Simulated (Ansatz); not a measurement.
# NbSi2P4 monolayer in a perpendicular field, part 2 of 2

What dipole does a perpendicular field induce in the NbSi2P4 monolayer? A positive field points along +c.

Ansatz 0.2.0; plane-wave DFT, PBE-D3(BJ), Ansatz PAW.

So far. Step 2 (Relaxation): The lattice constant a goes from 3.480 to 3.482 Å.

## (3) Single point, field 0

A sawtooth potential applies the field, turning back in the middle of the vacuum. With the dipole correction the typed value is the field outside the slab. The induced dipole is small, so the SCF threshold is tight.

The cell differs from the one that the last finished run ended in (c 48.171 → 27.484 Å).

File input.yaml:

```yaml
crystal:
  lattice:
    - [3.4821318693, 0.0, 0.0]
    - [-1.7410659346, 3.0156146581, 0.0]
    - [0.0, 0.0, 27.4835092702]
  atoms:
    - { symbol: P, position: [0.0, 0.0, 0.3274690983] }
    - { symbol: Si, position: [0.3333333333, 0.6666666667, 0.3643868577] }
    - { symbol: P, position: [0.3333333333, 0.6666666667, 0.4457399993] }
    - { symbol: Nb, position: [0.0, 0.0, 0.5] }
    - { symbol: P, position: [0.3333333333, 0.6666666667, 0.5542600007] }
    - { symbol: Si, position: [0.3333333333, 0.6666666667, 0.6356131423] }
    - { symbol: P, position: [0.0, 0.0, 0.6725309017] }
kpoints:
  mp_grid: { grid: [18, 18, 1] }
  band_path:
    path: [[0, 0, 0], [0.5, 0, 0], [0.33333333, 0.33333333, 0], [0, 0, 0]]
    npoints: 16
hamiltonian:
  xc: pbe
  dispersion: d3bj
scf:
  occupations: { method: fermi_dirac, width: 0.02585 }
  convergence: { dr2_threshold: 1.0e-10 }
efield:
  axis: 3
  dipole_correction: true
  ramp_position: 0.97
  ramp_width: 0.06
  amplitude: 0
output:
  dos: { projected: true, e_range: [-6, 5] }
  write_potential: true
  write_density: true
  volumetric_format: npy
  elf: true
```

Launch:

```console
$ ansatz run input.yaml --threads 2 --pin off --max-ram 3072MiB --backend cpu --events-out ev --progress --plain --runs-dir out
```

Numbers of over 12 decimals in the logs are rounded to 6 here.

Log:

```text
[...]
Crystal: 7 atoms, lattice volume = 288.598 Å³
Basis set: ecut = 420 eV, 5665 PW (Γ)
Bands: 28, of which v1, the nominal top of the filled ones, is band 21 counted from 1 (20 counted from 0)
Symmetry: 6 space group operations
k-points: 37 of 324 (time reversal used)
[...]
SCF iter   1: F=—  HF=-8851.464318 eV  |F-HF|=—  |Δ(HF+E_count)|=         —  Δρ=3.40e-3  dr2=8.37e-2  ethr=1.77e-3  p=0.000 e·Å  D=2.36e-14 V/Å  ΔV_dip=-0.00 eV  dr2_dipole=2.75e-10  V_vac-E_F(+/−)=5.44/5.44 eV  ⟨swp⟩=11.8  Hψ=7559  notcnv=0
efield: sawtooth ramp at fractional position 0.9700 (set: `efield.ramp_position`, or a place that a band, a saddle search or an elastic batch's reference lends), width 0.0600; the density the first Hamiltonian is built on has a dipole p = 0.000 e·Å; the dipole correction subtracts the counter field D = 2.36e-14 V/Å, which shifts the + side's vacuum level by -0.00 eV against the − side's; the planar-averaged density in the ramp window peaks in size at 6.1e-6 e/Å³
[...]
SCF iter   2: F=—  HF=-8851.463953 eV  |F-HF|=—  |Δ(HF+E_count)|=   3.66e-4  Δρ=1.50e-3  dr2=2.23e-2  ethr=2.04e-4  p=0.000 e·Å  D=4.92e-6 V/Å  ΔV_dip=-0.00 eV  dr2_dipole=3.32e-10  V_vac-E_F(+/−)=5.42/5.42 eV  ⟨swp⟩=4.0  Hψ=2209  notcnv=0  defer=68
[...]
SCF iter  10: F=-8851.460917 eV  HF=-8851.460917 eV  |F-HF|=3.27e-11  |Δ(HF+E_count)|=  5.33e-10  Δρ=5.94e-8  dr2=7.13e-12  ethr=1.00e-12  p=-0.000 e·Å  D=-7.82e-8 V/Å  ΔV_dip=0.00 eV  dr2_dipole=3.03e-13  V_vac-E_F(+/−)=5.48/5.48 eV  ⟨swp⟩=10.3  Hψ=3506  notcnv=0
SCF 1 converged in 10 iterations: F = -8851.460917 eV  dr2 = 7.13e-12
[...]
NSCF: frozen V_eff on 49 k-points
efield: sawtooth ramp at fractional position 0.9700 (kept from the solve that this one continues, or follows in the run), width 0.0600; the density the first Hamiltonian is built on has a dipole p = -0.000 e·Å; the dipole correction subtracts the counter field D = -7.82e-8 V/Å, which shifts the + side's vacuum level by +0.00 eV against the − side's; the planar-averaged density in the ramp window peaks in size at 1.1e-7 e/Å³
WARN: The output density's exchange-correlation potential varies sharply where the density is thin. Do not read a vacuum level from v_tot or v_xc, or from such a field of the output density. On a cell that repeats whose density bears no net charge and no dipole along the vacuum's axis use v_es (v_loc + v_h of the components); under efield.dipole_correction with no amplitude use v_es + v_field, which holds any externa [...]
SCF converged after 10 iterations
Free energy (F): -8851.460917 eV
[...]
Internal energy: -8851.454831 eV  (E = F + TS)
E sigma→0 (E₀):  -8851.457874 eV
Entropy (-TS):   -0.006086 eV (-0.869 meV/atom)
Fermi energy:    0.714208 eV
Dipole field:    D = 0.000001 V/Å  (p = 0.000001 e·Å, saw-weighted, corrected)
Work function:   Φ+ = 5.4820 eV   Φ− = 5.4820 eV
Levels:          The Fermi level and band energies are counted from a zero that moves with the ramp; work functions are not
[...]
--- Band table (eV; the first three rows and the last of 37) ---
  k-point 0: bands = [... 17 lower, -0.1137, 0.3353, 0.3353, 1.0117, 3.6434, 3.6434, 3.8099, 3.8099, ... 3 higher]
  k-point 1: bands = [... 17 lower, -0.1972, 0.2714, 0.3036, 1.0286, 3.5554, 3.6857, 3.7452, 3.8660, ... 3 higher]
  k-point 2: bands = [... 17 lower, -0.3981, 0.1005, 0.2060, 1.0048, 3.3512, 3.3851, 3.9409, 3.9999, ... 3 higher]
  k-point 36: bands = [... 17 lower, -1.7594, -0.5848, 0.1516, 1.4635, 2.6612, 2.7084, 2.7589, 3.6882, ... 3 higher]
```

The job ended after 52 s (2 threads of Arm Neoverse N1, shared host; peak memory 0.67 GiB; 1.7 min of CPU time).

Reading the cycles: dr2 is the Hartree energy of the density residual (eV), the measure of convergence; HF is the Harris–Foulkes estimate of the energy, which meets the free energy F at convergence.

Numbers from this step:

```
energy at zero smearing   : -8851.4579 eV
work function, upper face : 5.482 eV
dipole along the normal   : 8.58e-7 e·Å
```

Running mean over a fixed 2.7 Å (it still follows the layers) of the planar mean; the ramp of the sawtooth is left out. Electron's electrostatic potential energy less the Fermi level against z:

```csv
z (Å),electron's electrostatic potential energy less the Fermi level (eV)
4,5.48
5,5.48
6,5.43
7,4.61
8,-0.577
9,-6.35
10,-6.95
11,-4.75
12,-4.48
13,-9.57
14,-9.77
15,-7.11
16,-4.19
17,-5.45
18,-7.58
19,-3.55
20,2.59
21,5.28
22,5.47
23,5.48
24,5.48
```

The density of states has structure finer than the step of the table below, so its rows give means over 0.2 eV, whole bins alone (the curve runs from -6 to 1.99 eV). Peaks (eV: height): -4.81: 9.96, -4.13: 11.1, -3.55: 8.85, -2.03: 7.93, -1.34: 13.4, -1.20: 8.96, -1.09: 8.97.

Table of density of states by energy, zero at the Fermi level; means over each step:

```csv
energy (eV),density of states (states/eV a cell)
-5.8,0.365
-5.6,0.361
-5.4,0.389
-5.2,1.01
-5.0,1.82
-4.8,6.81
-4.6,1.61
-4.4,3.02
-4.2,5.02
-4.0,3.67
-3.8,2.46
-3.6,5.39
-3.4,2.98
-3.2,3.91
-3.0,3.60
-2.8,4.59
-2.6,4.30
-2.4,4.28
-2.2,4.63
-2.0,6.58
-1.8,5.35
-1.6,3.88
-1.4,6.58
-1.2,7.39
-1.0,5.87
-0.8,3.76
-0.6,2.94
-0.4,1.00
-0.2,3.08
0.0,2.95
0.2,2.15
0.4,1.27
0.6,0.518
0.8,0.0413
1.0,0
1.2,0
1.4,0
1.6,0.538
1.8,2.53
```

Projected DOS per atom over height of the atomic layer and energy from the Fermi level. Layers: P Si P Nb P Si P from below.

Ten even steps from '0' (0.00 states/eV) to '9' (1.89 states/eV), each cell a mean:
```
1202021
0000000
0000000
0000000
0004000
0019100
0014100
1045401
4177714
6145416
6145416
5133315
4232324
3223223
2223222
2244422
2233322
1232321
3332333
1100011
0000000
0000000
```
Columns: height of the atomic layer (Å) from 9 to 18.5 (not evenly spaced); rows upwards: energy from the Fermi level (eV) from -5.96 to 1.96.

Electronic bands along the path, in eV, zero at the Fermi level:

```csv
point,band 17,band 18,band 19,band 20,band 21,band 22,band 23,band 24
Γ,-0.83,-0.83,-0.38,-0.38,0.30,2.93,2.93,3.10
halfway,-1.72,-1.22,-1.09,-0.98,-0.13,2.02,2.17,2.89
M,-1.80,-1.62,-1.47,-0.63,-0.11,1.55,1.60,2.48
halfway,-2.17,-1.77,-1.31,-0.88,0.22,2.05,2.46,2.62
K,-2.85,-2.47,-1.30,-0.56,0.75,1.95,1.99,2.04
halfway,-2.09,-1.36,-1.06,-0.97,-0.13,2.33,2.78,2.87
Γ,-0.83,-0.83,-0.38,-0.38,0.30,2.93,2.93,3.10
```

ELF in the ca plane at fractional y = 0.667, with atoms of Si and P within 0.2 Å of it. It is the smooth field of the valence electrons, not physical close to the nuclei.

Ten even steps from '0' (0.00) to '9' (0.92), each cell a mean:
```
00000000000000013677777652112343112123431113
00000000000000014678766542001222122112221002
00000000000000012467778763224665311136653224
00000000000000000134578865567898621379877655
00000000000000000001356435898447742586358984
00000000000000000000232346997002642561028994
00000000000000000001243335998114742573038994
00000000000000000012468755788788732488778875
00000000000000001345678874346787421258875435
```
Columns run along c (16.0 Å, from fractional 0.05 to 0.64 of the cell), rows up along a (3.5 Å). Atoms in or near the plane, at fractional coordinates: Si at (0.36, 0.33), P at (0.45, 0.33), P at (0.55, 0.33), Si at (0.64, 0.33).

Valence density in the ca plane at fractional y = 0.667, with atoms of Si and P within 0.2 Å of it. It is the smooth field of the valence electrons, not physical close to the nuclei.

Ten even steps from '0' (0.00 e/Å³) to '9' (0.79 e/Å³), each cell a mean:
```
00000000000000000012344321001122345432211001
00000000000000000012444321000112356422110001
00000000000000000012344421111233344333321111
00000000000000000001245543234677533357753223
00000000000000000000235434568779733478677654
00000000000000000000133114799315743474159873
00000000000000000000134224689537743476369763
00000000000000000001245544446788633469875444
00000000000000000001345432112455433345532112
```
Columns run along c (16.0 Å, from fractional 0.05 to 0.64 of the cell), rows up along a (3.5 Å). Atoms in or near the plane, at fractional coordinates: Si at (0.36, 0.33), P at (0.45, 0.33), P at (0.55, 0.33), Si at (0.64, 0.33).

Electrostatic potential energy in the ca plane at fractional y = 0.667, with atoms of Si and P within 0.2 Å of it. With pseudopotentials it is smooth inside the atoms' cores, unlike the true potential.

Ten even steps from '0' (-63 eV) to '9' (6 eV), each cell a mean:
```
99999999998889999999998878899999999988899999
99999999998889999999998777899999999988899999
99999999999888999999998888899999999888999999
99999999999887788987788888887789877788999999
99999999999852247862137898731268742368999999
99999999999730026740006898500047610037999999
99999999999841027850016898610158720148999999
99999999999875468875468998864578864578999999
99999999999888889998888888888899988888999999
```
Columns run along c (16.0 Å, from fractional 0.18 to 0.76 of the cell; values clipped at the 3rd and 97th percentile), rows up along a (3.5 Å). Atoms in or near the plane, at fractional coordinates: Si at (0.36, 0.33), P at (0.45, 0.33), P at (0.55, 0.33), Si at (0.64, 0.33).

The work function of the upper face is 5.48 eV.

## (4) Single point, field 0.1 V/Å

input.yaml: that of step 3 with these lines changed.

```diff
@@ -29,5 +29,4 @@
   ramp_width: 0.06
-  amplitude: 0
+  amplitude: 0.1
 output:
-  dos: { projected: true, e_range: [-6, 5] }
   write_potential: true
@@ -35,2 +34 @@
   volumetric_format: npy
-  elf: true
```

Log:

```text
[...]
Crystal: 7 atoms, lattice volume = 288.598 Å³
Basis set: ecut = 420 eV, 5665 PW (Γ)
Bands: 28, of which v1, the nominal top of the filled ones, is band 21 counted from 1 (20 counted from 0)
Symmetry: 6 space group operations
k-points: 37 of 324 (time reversal used)
[...]
k-point 0: bands = [... 17 lower, -0.1121, 0.3352, 0.3352, 1.0114, 3.6423, 3.6423, 3.8102, 3.8102, ... 3 higher]
  k-point 1: bands = [... 17 lower, -0.1956, 0.2713, 0.3033, 1.0284, 3.5537, 3.6864, 3.7439, 3.8665, ... 3 higher]
  k-point 2: bands = [... 17 lower, -0.3969, 0.1004, 0.2057, 1.0046, 3.3449, 3.3903, 3.9392, 4.0008, ... 3 higher]
  k-point 36: bands = [... 17 lower, -1.7599, -0.5854, 0.1518, 1.4631, 2.6606, 2.7081, 2.7584, 3.6880, ... 3 higher]
[key lines of the parts left out:]
SCF converged after 13 iterations
Free energy (F): -8851.464248 eV
Fermi energy:    0.713910 eV
Dipole field:    D = 0.041764 V/Å  (p = 0.066609 e·Å, saw-weighted, corrected)
```

The job ended after 57 s (2 threads; peak memory 0.65 GiB).

The dipole is 0.0666 e·Å.

## (5) Atoms held, field -0.1 V/Å

input.yaml: that of step 4 with these lines changed.

```diff
@@ -29,3 +29,3 @@
   ramp_width: 0.06
-  amplitude: 0.1
+  amplitude: -0.1
 output:
```

Log:

```text
[...]
Crystal: 7 atoms, lattice volume = 288.598 Å³
Basis set: ecut = 420 eV, 5665 PW (Γ)
Bands: 28, of which v1, the nominal top of the filled ones, is band 21 counted from 1 (20 counted from 0)
Symmetry: 6 space group operations
k-points: 37 of 324 (time reversal used)
[...]
k-point 0: bands = [... 17 lower, -0.1121, 0.3352, 0.3352, 1.0114, 3.6423, 3.6423, 3.8102, 3.8102, ... 3 higher]
  k-point 1: bands = [... 17 lower, -0.1956, 0.2713, 0.3033, 1.0284, 3.5537, 3.6864, 3.7439, 3.8665, ... 3 higher]
  k-point 2: bands = [... 17 lower, -0.3969, 0.1004, 0.2057, 1.0046, 3.3449, 3.3903, 3.9392, 4.0008, ... 3 higher]
  k-point 36: bands = [... 17 lower, -1.7599, -0.5854, 0.1518, 1.4631, 2.6606, 2.7081, 2.7584, 3.6880, ... 3 higher]
[key lines of the parts left out:]
SCF converged after 13 iterations
Free energy (F): -8851.464248 eV
Fermi energy:    0.713910 eV
Dipole field:    D = -0.041763 V/Å  (p = -0.066608 e·Å, saw-weighted, corrected)
```

The job ended after 57 s (2 threads; peak memory 0.65 GiB).

The dipole is -0.0666 e·Å.

## (6) Response, atoms held

This step: plane-wave DFT, PBE-D3(BJ), Ansatz PAW; response to a field along the normal, atoms held (Ansatz 0.2.0).

The dipoles give the slope, and the difference of two potentials shows where the field is screened.

This step gave:

```yaml
equivalent_conductor_thickness_p_eps_0ae: 11.48 Å
distance_between_the_outer_atoms: 9.484 Å
```

Table of dipole of the cell by applied field:

```csv
applied field (V/Å),dipole of the cell (e·Å)
-0.1000,-0.0666
0.0000,8.6e-7
0.1000,0.0666
```

Local field over the applied field, running mean. From the potentials at -0.1 and 0.1 V/Å; running mean over 2.5 Å. Table of local field over applied field by z:

z (Å), local field over applied field and a bar:
```
        5      0.995 ##############################
        6      0.961 #############################
        7      0.781 #######################
        8      0.434 #############
        9      0.125 ###
       10      0.062 #
       11      0.072 ##
       12      0.043 #
       13      0.026 
       14      0.017 
       15      0.030 
       16      0.068 ##
       17      0.064 #
       18      0.070 ##
       19      0.265 ########
       20      0.619 ##################
       21      0.903 ###########################
       22      0.987 ##############################
       23      0.999 ##############################
```

The induced electron density oscillates, so the rows of the table below give means over windows of 0.5 Å about each position, cut where the curve ends. Its maxima inside the range that stand out by 2 % of the span (Å: e/Å³ per V/Å): 8.02: 0.00370, 9.30: 8.6e-4, 11.02: 6.9e-4, 12.31: 6.9e-4, 14.31: 7.4e-4, 15.75: -7.2e-5, 17.32: 0.00149, 18.61: -3.8e-4. Its minima: 8.87: 3.8e-4, 10.16: -0.00149, 11.74: 7.2e-5, 13.17: -7.4e-4, 15.17: -6.9e-4, 16.46: -6.9e-4, 18.18: -8.6e-4, 19.47: -0.00370.

Electrons, planar mean, per unit field. Table of induced electron density by z; means over each step:

z (Å), induced electron density (e/Å³ per V/Å) and a bar from the least value:
```
      4.5    0.00001 ###############
      5.0    0.00002 ###############
      5.5    0.00006 ###############
      6.0    0.00019 ################
      6.5    0.00053 #################
      7.0    0.00133 #####################
      7.5    0.00270 ###########################
      8.0    0.00352 ##############################
      8.5    0.00180 #######################
      9.0    0.00054 #################
      9.5    0.00053 #################
     10.0   -0.00105 ###########
     10.5   -0.00062 ############
     11.0    0.00058 #################
     11.5    0.00030 ################
     12.0    0.00035 #################
     12.5    0.00047 #################
     13.0   -0.00046 #############
     13.5   -0.00042 #############
     14.0    0.00044 #################
     14.5    0.00044 #################
     15.0   -0.00049 #############
     15.5   -0.00034 ##############
     16.0   -0.00032 ##############
     16.5   -0.00057 #############
     17.0    0.00068 ##################
     17.5    0.00102 ###################
     18.0   -0.00057 #############
     18.5   -0.00054 #############
     19.0   -0.00188 #######
     19.5   -0.00353 
     20.0   -0.00265 ####
     20.5   -0.00130 ##########
     21.0   -0.00051 #############
     21.5   -0.00019 ##############
     22.0   -0.00006 ###############
     22.5   -0.00002 ###############
     23.0   -0.00001 ###############
```

By hand: between -0.1 and 0.1 V/Å the dipole changes by 0.1332 e·Å, a slope of 0.6661 e·Å²/V. A perfect conductor of thickness t has p = ε₀AEt, so t = 180.95 × 0.6661 / 10.501 = 11.48 Å (e/ε₀ = 180.95 V·Å, A in Å²).

The induced dipole is that of a conductor 11.48 Å thick.

## (7) Outcome

```
gap without field                          : none
work function, upper face                  : 5.48 eV
equivalent conductor thickness, atoms held : 11.5 Å
```

In words: The induced dipole equals that of a perfect conductor 11.48 Å thick, while the outer atoms lie 9.48 Å apart. There is no gap over 0.03 eV, with or without the field. The first relaxation ran with spin and lost its moment, and the later runs have none; other magnetic states were not tried. Spin-orbit coupling is left out. The outer anions sit over the metal atoms, one of several polytypes of such layers and not the lowest for every compound.

[Logs are printed without paths, hosts, clocks, repeated set-up lines and the standing remarks that a program may print on its own settings, such as how far it seeks lower states.]

[Hosts, paths, dates, database ids (printed as entryN), source tags and the programs' standing remarks are cut or masked in the printed files.]

[Maps of the electrostatic potential energy from Ansatz leave out the sawtooth potential of an applied field or a dipole correction, so their vacuum need not be flat; planar profiles and work functions include it.]

[The density of states shown here was stored with 400 of the rows of the run's finer table, so its peaks can read low, often by over a quarter, or be missed, and its means over a window can be off by a tenth or more.]
